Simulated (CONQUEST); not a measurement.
## BaS in CONQUEST: convergence with k mesh

Crystal: BaS.

```
Ba S
1.0
     4.51664    0.00000    0.00000
     0.00000    4.51664    0.00000
     0.00000    0.00000    6.38750
Ba S
2 2
Direct
  0.47482 0.47202 0.53035
  0.97482 0.97202 0.03035
  0.00852 0.99939 0.51110
  0.50852 0.49939 0.01110
```

The cell isn't the ideal one: atoms moved at random.

```yaml
Program: CONQUEST 1.3
Task: convergence study
Functional: PBE
Potentials_or_basis: PseudoDojo NC PBE, DZP, grid cutoff 120 Ha
k_mesh: 1 × 1 × 1
Occupations: fermi-dirac, width 0.05 eV
Spin: no spin polarisation
```

These are the settings of the first run; the series varies k mesh, with any setting tied to it.

Hardware: 1 thread of Intel(R) Xeon(R) Platinum 8488C (Sapphire Rapids), on a shared host.

```tsv
k mesh	energy less the tightest run, at zero smearing (meV/atom)	pressure (GPa)	gap on the mesh (eV)	SCF cycles	CPU time (s)	peak memory (GiB)
1 × 1 × 1	2020.55	16.16	1.468	8	43	1.1
2 × 2 × 1	545.13	6.91	1.899	7	41	1.1
2 × 2 × 2	74.33	2.94	2.099	7	42	1.1
3 × 3 × 2	22.31	2.55	2.257	7	43	1.1
4 × 4 × 3	1.72	2.31	2.171	7	48	1.1
5 × 5 × 4	0.17	2.29	2.275	7	53	1.1
6 × 6 × 4	0.10	2.29	2.173	7	62	1.1
7 × 7 × 5	0.01	2.29	2.231	7	65	1.1
9 × 9 × 6	0.00	2.29	2.208	7	100	1.1
```

Against the tightest run, the energy stays within 1 meV/atom from 5 × 5 × 4 on; the pressure stays within 0.1 GPa from 4 × 4 × 3 on. Not settled before the last step: the gap on the mesh (to 0.01 eV). Meshes of other sizes hit other points, so gaps and Fermi surfaces needn't settle smoothly. The tightest run that finished is the yardstick and may itself not be fully converged.

Caveat, for the tightest run too: spin-orbit coupling is left out, which moves the levels of the heavy elements; an odd mesh through Γ misses points on the zone boundary, where band edges often lie; the basis of atomic orbitals isn't converged, which shifts pressures, moduli and gaps.
